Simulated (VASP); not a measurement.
# SnTe (Fm-3m) in VASP: notebook, part 2 of 2

VASP 6.6.1.

**3. Band structure, PBE**

This run uses another cell than the first one, of 32.93 Å³/atom, 1.085 times its volume.

INCAR

```
ALGO = Fast
EDIFF = 1E-6
ENCUT = 520
GGA = PE
ICORELEVEL = 1
ISIF = 2
ISMEAR = 0
LASPH = True
LCHARG = False
LREAL = False
LWAVE = False
NBANDS = 17
NELM = 80
PREC = Accurate
SIGMA = 0.03
```

KPOINTS

```
k-points
0
Gamma
  10 10 10
```

POSCAR

```
SnTe                                    
1.0
    0.0000000000      3.2051809016      3.2051809016
    3.2051809016      0.0000000000      3.2051809016
    3.2051809016      3.2051809016      0.0000000000
  Sn              Te            
     1     1
Direct
     0.0000000000000000    0.0000000000000000    0.0000000000000000
     0.5000000000000000    0.5000000000000000    0.5000000000000000
```

KPOINTS_OPT

```
explicit points
109
Reciprocal
 0.0000000000  0.0000000000  0.0000000000 1
 0.0555555556  0.0000000000  0.0555555556 1
 0.1111111111  0.0000000000  0.1111111111 1
 0.1666666667  0.0000000000  0.1666666667 1
 0.2222222222  0.0000000000  0.2222222222 1
 0.2777777778  0.0000000000  0.2777777778 1
 0.3333333333  0.0000000000  0.3333333333 1
 0.3888888889  0.0000000000  0.3888888889 1
 0.4444444444  0.0000000000  0.4444444444 1
 0.5000000000  0.0000000000  0.5000000000 1
 0.5000000000  0.0000000000  0.5000000000 1
 0.5000000000  0.0277777778  0.5277777778 1
 0.5000000000  0.0555555556  0.5555555556 1
 0.5000000000  0.0833333333  0.5833333333 1
 0.5000000000  0.1111111111  0.6111111111 1
 0.5000000000  0.1388888889  0.6388888889 1
 0.5000000000  0.1666666667  0.6666666667 1
 0.5000000000  0.1944444444  0.6944444444 1
 0.5000000000  0.2222222222  0.7222222222 1
 0.5000000000  0.2500000000  0.7500000000 1
 0.5000000000  0.2500000000  0.7500000000 1
 0.4861111111  0.2638888889  0.7500000000 1
 0.4722222222  0.2777777778  0.7500000000 1
 0.4583333333  0.2916666667  0.7500000000 1
 0.4444444444  0.3055555556  0.7500000000 1
 0.4305555556  0.3194444444  0.7500000000 1
 0.4166666667  0.3333333333  0.7500000000 1
 0.4027777778  0.3472222222  0.7500000000 1
 0.3888888889  0.3611111111  0.7500000000 1
 0.3750000000  0.3750000000  0.7500000000 1
 0.3750000000  0.3750000000  0.7500000000 1
 0.3333333333  0.3333333333  0.6666666667 1
 0.2916666667  0.2916666667  0.5833333333 1
 0.2500000000  0.2500000000  0.5000000000 1
 0.2083333333  0.2083333333  0.4166666667 1
 0.1666666667  0.1666666667  0.3333333333 1
 0.1250000000  0.1250000000  0.2500000000 1
 0.0833333333  0.0833333333  0.1666666667 1
 0.0416666667  0.0416666667  0.0833333333 1
 0.0000000000  0.0000000000  0.0000000000 1
 0.0000000000  0.0000000000  0.0000000000 1
 0.0555555556  0.0555555556  0.0555555556 1
 0.1111111111  0.1111111111  0.1111111111 1
 0.1666666667  0.1666666667  0.1666666667 1
 0.2222222222  0.2222222222  0.2222222222 1
 0.2777777778  0.2777777778  0.2777777778 1
 0.3333333333  0.3333333333  0.3333333333 1
 0.3888888889  0.3888888889  0.3888888889 1
 0.4444444444  0.4444444444  0.4444444444 1
 0.5000000000  0.5000000000  0.5000000000 1
 0.5000000000  0.5000000000  0.5000000000 1
 0.5138888889  0.4722222222  0.5138888889 1
 0.5277777778  0.4444444444  0.5277777778 1
 0.5416666667  0.4166666667  0.5416666667 1
 0.5555555556  0.3888888889  0.5555555556 1
 0.5694444444  0.3611111111  0.5694444444 1
 0.5833333333  0.3333333333  0.5833333333 1
 0.5972222222  0.3055555556  0.5972222222 1
 0.6111111111  0.2777777778  0.6111111111 1
 0.6250000000  0.2500000000  0.6250000000 1
 0.6250000000  0.2500000000  0.6250000000 1
 0.6111111111  0.2500000000  0.6388888889 1
 0.5972222222  0.2500000000  0.6527777778 1
 0.5833333333  0.2500000000  0.6666666667 1
 0.5694444444  0.2500000000  0.6805555556 1
 0.5555555556  0.2500000000  0.6944444444 1
 0.5416666667  0.2500000000  0.7083333333 1
 0.5277777778  0.2500000000  0.7222222222 1
 0.5138888889  0.2500000000  0.7361111111 1
 0.5000000000  0.2500000000  0.7500000000 1
 0.5000000000  0.2500000000  0.7500000000 1
 0.5000000000  0.2777777778  0.7222222222 1
 0.5000000000  0.3055555556  0.6944444444 1
 0.5000000000  0.3333333333  0.6666666667 1
 0.5000000000  0.3611111111  0.6388888889 1
 0.5000000000  0.3888888889  0.6111111111 1
 0.5000000000  0.4166666667  0.5833333333 1
 0.5000000000  0.4444444444  0.5555555556 1
 0.5000000000  0.4722222222  0.5277777778 1
 0.5000000000  0.5000000000  0.5000000000 1
 0.5000000000  0.5000000000  0.5000000000 1
 0.4861111111  0.4861111111  0.5277777778 1
 0.4722222222  0.4722222222  0.5555555556 1
 0.4583333333  0.4583333333  0.5833333333 1
 0.4444444444  0.4444444444  0.6111111111 1
 0.4305555556  0.4305555556  0.6388888889 1
 0.4166666667  0.4166666667  0.6666666667 1
 0.4027777778  0.4027777778  0.6944444444 1
 0.3888888889  0.3888888889  0.7222222222 1
 0.3750000000  0.3750000000  0.7500000000 1
 0.6250000000  0.2500000000  0.6250000000 1
 0.6111111111  0.2222222222  0.6111111111 1
 0.5972222222  0.1944444444  0.5972222222 1
 0.5833333333  0.1666666667  0.5833333333 1
 0.5694444444  0.1388888889  0.5694444444 1
 0.5555555556  0.1111111111  0.5555555556 1
 0.5416666667  0.0833333333  0.5416666667 1
 0.5277777778  0.0555555556  0.5277777778 1
 0.5138888889  0.0277777778  0.5138888889 1
 0.5000000000  0.0000000000  0.5000000000 1
 0.0000000000  0.0000000000  0.0000000000 1
 0.3750000000  0.3750000000  0.7500000000 1
 0.5000000000  0.5000000000  0.5000000000 1
 0.6250000000  0.2500000000  0.6250000000 1
 0.5000000000  0.2500000000  0.7500000000 1
 0.5000000000  0.0000000000  0.5000000000 1
 0.4000000000  0.0000000000  0.4000000000 1
 0.4250000000  0.0000000000  0.4250000000 1
 0.4500000000  0.0000000000  0.4500000000 1
```

Potentials or basis: VASP PAW PBE potentials, release 64 (Sn_d, Te).

Run with:

```
> cat potpaw_PBE.64/Sn_d/POTCAR potpaw_PBE.64/Te/POTCAR > POTCAR
> mpirun -np 1 vasp_std > vasp.out
```

It took 2.2 min on 1 thread of Intel Xeon Platinum 8375C at 2.90GHz (Ice Lake), shared host; peak memory 0.26 GiB.

The run converged. Its results:

```
Free energy             : -7.5650 eV
Pressure                : 0.0 GPa
Band gap on the k mesh  : 0.05 eV, direct
Band gap along the path : 0.05 eV, direct
```

Levels at the corners of the path, in eV from the valence-band top:
```csv
point,band 6,band 7,band 8,band 9,band 10,band 11,band 12,band 13,band 14,band 15
Γ,-12.43,-4.87,-2.00,-2.00,-2.00,3.25,3.25,3.25,4.85,4.85
X,-11.02,-6.43,-5.21,-3.49,-3.49,2.38,4.69,4.69,6.02,8.87
X,-11.02,-6.43,-5.21,-3.49,-3.49,2.38,4.69,4.69,6.02,8.87
W,-10.94,-7.20,-4.51,-4.51,-0.81,0.86,4.59,4.59,5.88,5.88
W,-10.94,-7.20,-4.51,-4.51,-0.81,0.86,4.59,4.59,5.88,5.88
K,-10.98,-7.24,-4.84,-3.02,-2.58,2.92,3.00,4.22,5.30,7.98
K,-10.98,-7.24,-4.84,-3.02,-2.58,2.92,3.00,4.22,5.30,7.98
Γ,-12.43,-4.87,-2.00,-2.00,-2.00,3.25,3.25,3.25,4.85,4.85
Γ,-12.43,-4.87,-2.00,-2.00,-2.00,3.25,3.25,3.25,4.85,4.85
L,-11.27,-8.06,-1.67,-1.67,0.00,0.05,0.45,0.45,7.67,8.59
L,-11.27,-8.06,-1.67,-1.67,0.00,0.05,0.45,0.45,7.67,8.59
U,-10.98,-7.24,-4.84,-3.02,-2.58,2.92,3.00,4.22,5.30,7.98
U,-10.98,-7.24,-4.84,-3.02,-2.58,2.92,3.00,4.22,5.30,7.98
W,-10.94,-7.20,-4.51,-4.51,-0.81,0.86,4.59,4.59,5.88,5.88
W,-10.94,-7.20,-4.51,-4.51,-0.81,0.86,4.59,4.59,5.88,5.88
L,-11.27,-8.06,-1.67,-1.67,0.00,0.05,0.45,0.45,7.67,8.59
L,-11.27,-8.06,-1.67,-1.67,0.00,0.05,0.45,0.45,7.67,8.59
K,-10.98,-7.24,-4.84,-3.02,-2.58,2.92,3.00,4.22,5.30,7.98
U,-10.98,-7.24,-4.84,-3.02,-2.58,2.92,3.00,4.22,5.30,7.98
X,-11.02,-6.43,-5.21,-3.49,-3.49,2.38,4.69,4.69,6.02,8.87
```

Core levels (eV, on the scale of the bands):
```
atom                                                                                                levels
1 Sn             1s -28997.0, 2s -4368.5, 2p -3920.1, 3s -834.7, 3p -688.2, 3d -463.0, 4s -123.6, 4p -79.4
2 Te  1s -31610.0, 2s -4837.5, 2p -4340.9, 3s -953.7, 3p -792.4, 3d -548.6, 4s -153.2, 4p -103.2, 4d -30.5
```

Caveat: spin-orbit coupling is left out, which moves the levels of the heavy elements.

**4. Band structure, PBEsol**

This run uses another cell than the first one, of 31.10 Å³/atom, 1.024 times its volume.

INCAR

```
  PREC = Accurate
  ENCUT = 520
  EDIFF = 1E-7
  ISMEAR = 0
  SIGMA = 0.03
  LREAL = False
  LASPH = True
  NELM = 80
  ALGO = Normal
  ISIF = 2
  LWAVE = False
  LCHARG = False
  GGA = PS
  NBANDS = 17
  ICORELEVEL = 1
```

KPOINTS

```
Automatic mesh
0
Gamma
  10 10 10
```

POSCAR

```
SnTe                                    
1.0
    0.0000000000      3.1448388744      3.1448388744
    3.1448388744      0.0000000000      3.1448388744
    3.1448388744      3.1448388744      0.0000000000
  Sn              Te            
     1     1
Direct
     0.0000000000000000    0.0000000000000000    0.0000000000000000
     0.5000000000000000    0.5000000000000000    0.5000000000000000
```

KPOINTS_OPT

```
explicit points
209
Reciprocal
 0.0000000000  0.0000000000  0.0000000000 1
 0.0263157895  0.0000000000  0.0263157895 1
 0.0526315789  0.0000000000  0.0526315789 1
 0.0789473684  0.0000000000  0.0789473684 1
 0.1052631579  0.0000000000  0.1052631579 1
 0.1315789474  0.0000000000  0.1315789474 1
[... 201 lines left out ...]
 0.4250000000  0.0000000000  0.4250000000 1
 0.4500000000  0.0000000000  0.4500000000 1
```

Run with:

```
> cat potpaw_PBE.64/Sn_d/POTCAR potpaw_PBE.64/Te/POTCAR > POTCAR
> mpirun -np 1 vasp_std > vasp.out
```

It took 2 min on 1 thread of Intel Xeon Platinum 8375C at 2.90GHz (Ice Lake), shared host; peak memory 0.24 GiB.

The run converged. Its results:

| Property | Result |
| --- | --- |
| Free energy | -8.3390 eV |
| Pressure | 0.0 GPa |
| Band gap on the k mesh | 0.16 eV, direct |
| Band gap along the path | 0.04 eV, indirect (least direct gap 0.05 eV) |

Levels at the corners of the path, in eV from the valence-band top:
```tsv
point	band 6	band 7	band 8	band 9	band 10	band 11	band 12	band 13	band 14	band 15
Γ	-12.81	-4.63	-2.09	-2.09	-2.09	3.40	3.40	3.40	4.76	4.76
X	-11.20	-6.44	-5.59	-3.72	-3.72	2.13	5.00	5.00	6.46	9.11
X	-11.20	-6.44	-5.59	-3.72	-3.72	2.13	5.00	5.00	6.46	9.11
W	-11.11	-7.36	-4.83	-4.83	-0.76	0.88	4.62	4.62	6.12	6.12
W	-11.11	-7.36	-4.83	-4.83	-0.76	0.88	4.62	4.62	6.12	6.12
K	-11.16	-7.41	-5.19	-3.22	-2.69	3.09	3.11	4.20	5.62	8.10
K	-11.16	-7.41	-5.19	-3.22	-2.69	3.09	3.11	4.20	5.62	8.10
Γ	-12.81	-4.63	-2.09	-2.09	-2.09	3.40	3.40	3.40	4.76	4.76
Γ	-12.81	-4.63	-2.09	-2.09	-2.09	3.40	3.40	3.40	4.76	4.76
L	-11.51	-8.34	-1.75	-1.75	0.00	0.16	0.39	0.39	7.76	8.79
L	-11.51	-8.34	-1.75	-1.75	0.00	0.16	0.39	0.39	7.76	8.79
U	-11.16	-7.41	-5.19	-3.22	-2.69	3.09	3.11	4.20	5.62	8.10
U	-11.16	-7.41	-5.19	-3.22	-2.69	3.09	3.11	4.20	5.62	8.10
W	-11.11	-7.36	-4.83	-4.83	-0.76	0.88	4.62	4.62	6.12	6.12
W	-11.11	-7.36	-4.83	-4.83	-0.76	0.88	4.62	4.62	6.12	6.12
L	-11.51	-8.34	-1.75	-1.75	0.00	0.16	0.39	0.39	7.76	8.79
L	-11.51	-8.34	-1.75	-1.75	0.00	0.16	0.39	0.39	7.76	8.79
K	-11.16	-7.41	-5.19	-3.22	-2.69	3.09	3.11	4.20	5.62	8.10
U	-11.16	-7.41	-5.19	-3.22	-2.69	3.09	3.11	4.20	5.62	8.10
X	-11.20	-6.44	-5.59	-3.72	-3.72	2.13	5.00	5.00	6.46	9.11
```

Core levels (eV, on the scale of the bands):
| atom | levels |
| --- | --- |
| 1 Sn | 1s -28996.5, 2s -4368.0, 2p -3919.6, 3s -834.2, 3p -687.7, 3d -462.4, 4s -123.0, 4p -78.8 |
| 2 Te | 1s -31609.4, 2s -4837.0, 2p -4340.4, 3s -953.2, 3p -791.8, 3d -548.1, 4s -152.7, 4p -102.7, 4d -30.0 |

Caveat: the PAW data sets were made with another functional, which shifts forces and pressure a little; spin-orbit coupling is left out, which moves the levels of the heavy elements; the mesh misses the band edges, which the band path finds closer together.

**5. The runs side by side**

| level | potentials or basis | cell | gap on the mesh (eV) | pressure (GPa) |
| --- | --- | --- | --- | --- |
| LDA | VASP PAW LDA potentials, release 64 (Sn_d, Te) | Fm-3m, 30.36 Å³/atom | 0.21 | -0.1 |
| PBE | VASP PAW PBE potentials, release 64 (Sn_d, Te) | Fm-3m, 32.93 Å³/atom | 0.05 | 0.0 |
| PBEsol | VASP PAW PBE potentials, release 64 (Sn_d, Te) | Fm-3m, 31.1 Å³/atom | 0.16 | 0.0 |

Alike in all rows: task band structure; no spin polarisation; k mesh 10 × 10 × 10; cutoff (eV) 520; smearing gaussian 0.03 eV.

Caveats: spin-orbit coupling is left out, which moves the levels of the heavy elements; the mesh misses the band edges, which the band path finds closer together (some runs); the PAW data sets were made with another functional, which shifts forces and pressure a little (some runs).

Total energies depend on the potentials used, so only differences within one code and one set of settings carry meaning.

**6. How close it comes**

Step 2. Measured direct gap of SnTe: 0.18 eV (direct; 300 K; a printed reference work, textbook). This calculation gives 0.16 eV (-0.02 eV). Spin-orbit coupling on Sn, Te is left out. The value is that of LDA, without temperature or zero-point motion. Semilocal functionals fall short of measured gaps as a rule.

Step 3. A measured gap of SnTe is 0.18 eV (direct; 300 K; a printed reference work, textbook); the calculated 0.05 eV misses it by -0.13 eV. Spin-orbit coupling on Sn, Te is left out. The value is that of PBE, without temperature or zero-point motion. Semilocal functionals fall short of measured gaps as a rule.

Step 4. A measured gap of SnTe is 0.18 eV (direct; 300 K; a printed reference work, textbook); the calculated 0.04 eV misses it by -0.14 eV. Spin-orbit coupling on Sn, Te is left out. The value is that of PBEsol, without temperature or zero-point motion. Semilocal functionals fall short of measured gaps as a rule.
